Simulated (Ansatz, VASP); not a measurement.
Two plane-wave programs on Ti

```xyz
2
Lattice="4.6849 0.0000 0.0000 -2.3425 4.0573 0.0000 0.0000 0.0000 2.3744" Properties=species:S:1:pos:R:3 pbc="T T T"
Ti    0.0000    2.7049    0.0000
Ti    2.3425    1.3524    0.0000
```

Alike in both runs: functional PBEsol; k mesh 15 × 15 × 24; occupations gaussian, width 0.1 eV; no spin polarisation.

Ansatz relaxed the structure, and its values are those at the end. VASP's run is a single point on that final structure, the one shown.

|  | VASP | Ansatz |
| --- | --- | --- |
| version | VASP 6.6.1 | Ansatz 0.2.0 |
| potentials or method | VASP PAW PBE potentials, release 64 (Ti_sv) | scalar-relativistic, plane waves, PAW |
| plane-wave cutoff (eV) | 520 | 420 |
| valence electrons in the cell | 24 | 24 |

VASP gave:

```
gap on the k mesh at the Fermi level (eV) : none
pressure (GPa)                            : -0.1
```

Q: Which values does Ansatz return?

A: gap on the k mesh at the Fermi level (eV): none; pressure (GPa): 0.0.

A gap of «none» marks a metal or a gap that the smearing closes. The functional is the same, so the differences come from potentials, cutoffs and numerics.

Caveats: the PAW data sets were made with another functional, which shifts forces and pressure a little (VASP).
